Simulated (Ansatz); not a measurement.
**SiC under strain**

Computed with DFT PBE, scalar-relativistic, plane waves, PAW in Ansatz. Settings: 420 eV cutoff, 10×10×6 k-mesh, Gaussian smearing of 0.02 eV, no spin polarisation.

The relaxed crystal:

```xyz
4
Lattice="2.1899 2.1899 0.0000 -2.1899 2.1899 0.0000 0.0000 0.0000 4.3797" Properties=species:S:1:pos:R:3 pbc="T T T"
Si    1.0949    1.0949    3.2848
Si   -1.0949    1.0949    1.0949
C     0.0000    0.0000    0.0000
C     0.0000    2.1899    2.1899
```

Deformation: shear that moves c along a by the strain times its height over the a-b plane, the cell held and the atoms relaxed, all within the symmetry that the strain leaves. Energies are extrapolated to zero smearing. Gaps are Kohn–Sham gaps over the whole zone.

Problem. Give the structure at +6.0 %.

Solution.
```xyz
4
Lattice="2.1899 2.1899 0.0000 -2.1899 2.1899 0.0000 0.1858 0.1858 4.3797" Properties=species:S:1:pos:R:3 pbc="T T T"
Si    1.2428    1.2428    3.2828
Si   -1.0400    1.1499    1.0930
C    -0.0085   -0.0085    0.0020
C     0.0844    2.2743    2.1918
```
Space group Cm (8), 28.1 meV/atom over the relaxed crystal.